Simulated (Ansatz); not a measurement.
Ge under changes of volume

One of the cells (22.833 Å³/atom); the others are scaled copies at fixed shape and fractional positions:

```xyz
4
Lattice="3.9976 0.0000 0.0000 -1.9988 3.4620 0.0000 0.0000 0.0000 6.5994" Properties=species:S:1:pos:R:3 pbc="T T T"
Ge    0.0000    2.3080    6.1843
Ge    1.9988    1.1540    2.8846
Ge    0.0000    2.3080    3.7148
Ge    1.9988    1.1540    0.4151
```

This isn't the form of Ge at room conditions, which is diamond.

* Program: Ansatz 0.2.0
* Functional: PBEsol
* Potentials or basis: Ansatz PAW
* Cutoff: 420 eV (not typed: the program's choice for these potentials)
* k mesh: 8 × 8 × 4
* Occupations: fermi-dirac, width 0.05 eV
* Spin: no spin polarisation

```tsv
volume (Å³/atom)	energy over the lowest point (meV/atom)	pressure (GPa)	largest force (eV/Å)
21.463	?	?	?
21.920	7.91	2.9	0.015
22.377	1.85	1.4	0.008
22.833	0.00	0.0	0.005
23.290	1.90	-1.3	0.002
23.747	7.24	-2.4	0.010
24.203	15.63	-3.4	0.019
```

Question: What does the run at 21.463 Å³/atom give?

Answer: Energy over the lowest point 18.83 meV/atom; pressure 4.8 GPa; largest force 0.025 eV/Å.

Worked out: A Birch-Murnaghan fit of order 3 (a polynomial in V^(-2/3)) to the other rows has its minimum at 22.82 Å³/atom with B0 = V·E''(V) = 66 GPa and B' = 4.1 at fixed shape and positions, which overstates the stiffness. It gives 18.61 meV/atom at 21.463 Å³/atom, against the run's 18.83, and -dE/dV = 4.6 GPa, against 4.8.

Energies are extrapolated to zero smearing.

Caveats: the PAW data sets come from PBE, with cores solved anew for the run's functional, which leaves a small shift of forces and pressure.
